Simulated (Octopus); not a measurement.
An input for Octopus 16.4 (Bi):

The input inp:

```
CalculationMode = gs
UnitsOutput = eV_Angstrom
PeriodicDimensions = 3
ExperimentalFeatures = yes
PseudopotentialSet = hscv_pbe
%Species
 "Bi2" | species_pseudo | set | hscv_pbe
 "Bi1" | species_pseudo | set | hscv_pbe
%
%LatticeParameters
 1*angstrom | 1*angstrom | 1*angstrom
%
%LatticeVectors
 2.2675 | 1.3091417354 | 3.938
 -2.2675 | 1.3091417354 | 3.938
 0 | -2.6182834708 | 3.938
%
XYZCoordinates = "Bi.xyz"
%Spacing
 0.12444684*angstrom | 0.12444684*angstrom | 0.12444684*angstrom
%
DerivativesOrder = 8
%KPointsGrid
 2 | 2 | 2
%
KPointsUseSymmetries = no
XCFunctional = mgga_x_task + lda_c_pw
FilterPotentials = filter_none
SpinComponents = polarized
KPointsUseTimeReversal = no
GuessMagnetDensity = user_defined
%AtomsMagnetDirection
 0.75
 -0.75
%
DFTULevel = dft_u_acbn0
AOTruncation = ao_full
UseAllAtomicOrbitals = yes
ACBN0IntersiteInteraction = yes
ACBN0IntersiteCutoff = 3.523*angstrom
AOLoewdin = yes
SmearingFunction = methfessel_paxton
Smearing = 0.05*eV
ExtraStates = 7
Eigensolver = chebyshev_filter
ConvRelDens = 1e-6
MaximumIter = 120
%Output
 occ_matrices
 effectiveU
%
```

Contents of Bi.xyz:

```xyz
2
Lattice="2.2675000000 1.3091417354 3.9380000000 -2.2675000000 1.3091417354 3.9380000000 0.0000000000 -2.6182834708 3.9380000000" Properties=species:S:1:pos:R:3 pbc="T T T"
Bi2     0.0000000000      0.0000000000      9.0495240000
Bi1     0.0000000000      0.0000000000      2.7644760000
```

Potentials or basis: hscv_pbe (PBE).

Command:

```bash
$ OMP_NUM_THREADS=1 octopus > out.log
```

How does this run end?

The run stopped without a result. It printed:

out.log:

```text
Running octopus

Version                : 16.4
Optional libraries     :

************************** Calculation Mode **************************
Input: [CalculationMode = gs]
**********************************************************************

Input: [SpinComponents = polarized]
[... 133 lines left out ...]

** Warning:
**   MGGA energy functionals is under development.
**   It might not work or produce wrong results.

**************************** Theory Level ****************************
Input: [TheoryLevel = generalized_kohn_sham]

[... 37 lines left out ...]

** Warning:
**   UseAllAtomicOrbitals is under development.
**   It might not work or produce wrong results.

Input: [ACBN0Screening = 1.000]
Input: [ACBN0RotationallyInvariant = yes]
Input: [ACBN0IntersiteInteraction = yes]

** Warning:
**   ACBN0IntersiteInteraction is under development.
**   It might not work or produce wrong results.

Method:
  [1] Tancogne-Dejean, and Rubio, Phys. Rev. B 102, 155117 (2020)
Implementation:
[... 7 lines left out ...]

** Warning:
**   AOLoewdin is under development.
**   It might not work or produce wrong results.

Input: [AOCombineJOrbitals = no]
Building the DFT+U localized orbital basis.
 Orbitals are build on their own submesh

**************************** FATAL ERROR *****************************
*** Fatal Error (description follows)
*--------------------------------------------------------------------
* No orbital set found. Please check your input file.
**********************************************************************
```

Among its messages:

```text
The XCFunctional that you selected does not match the one used
```
